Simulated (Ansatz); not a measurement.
Crystal: CuAu.

```
Au Cu
1.0
     1.44306    0.83315    4.25617
    -1.44306    0.83315    4.25617
     0.00000   -1.66630    4.25617
Au Cu
1 1
Direct
  0.00000 0.00000 0.00000
  0.50000 0.50000 0.50000
```

The cell comes from a database or a generator and needn't be the stable form of this composition.

| Item | Value |
| --- | --- |
| Program | Ansatz 0.2.0 |
| Task | relaxation of cell and atoms |
| Functional | PBEsol |
| Potentials or basis | all-electron LAPW, scalar-relativistic |
| Basis error allowed | 0.001 eV/atom |
| k mesh | 11 × 11 × 11 |
| Occupations | fermi-dirac, width 0.05 eV |
| Spin | no spin polarisation |

At the start: volume 15.35 Å³/atom.

Where does the relaxation end?

Over 7 steps the energy falls by 27.0 meV/atom and the volume is 14.48 Å³/atom (-5.7 %); space group R-3m (No. 166, to 0.05 Å).

Step by step:
| step | energy change (eV) | largest force (eV/Å) | volume (Å³) |
| --- | --- | --- | --- |
| 1 | 0.0000 | 0.0000 | 30.70 |
| 2 | -0.0312 | 0.0000 | 27.90 |
| 3 | -0.0515 | 0.0000 | 29.09 |
| 4 | -0.0531 | 0.0000 | 28.95 |
| 5 | -0.0538 | 0.0000 | 28.89 |
| 6 | -0.0539 | 0.0000 | 28.96 |
| 7 | -0.0539 | 0.0000 | 28.96 |

Final structure:
```cif
data_structure
_symmetry_space_group_name_H-M 'P 1'
_symmetry_Int_Tables_number 1
_cell_length_a 4.5777
_cell_length_b 4.5777
_cell_length_c 4.5777
_cell_angle_alpha 35.537
_cell_angle_beta 35.537
_cell_angle_gamma 35.537
_cell_volume 28.96
loop_
_atom_site_label
_atom_site_type_symbol
_atom_site_fract_x
_atom_site_fract_y
_atom_site_fract_z
_atom_site_occupancy
Au1 Au 0.00000 0.00000 0.00000 1
Cu1 Cu 0.50000 0.50000 0.50000 1
```
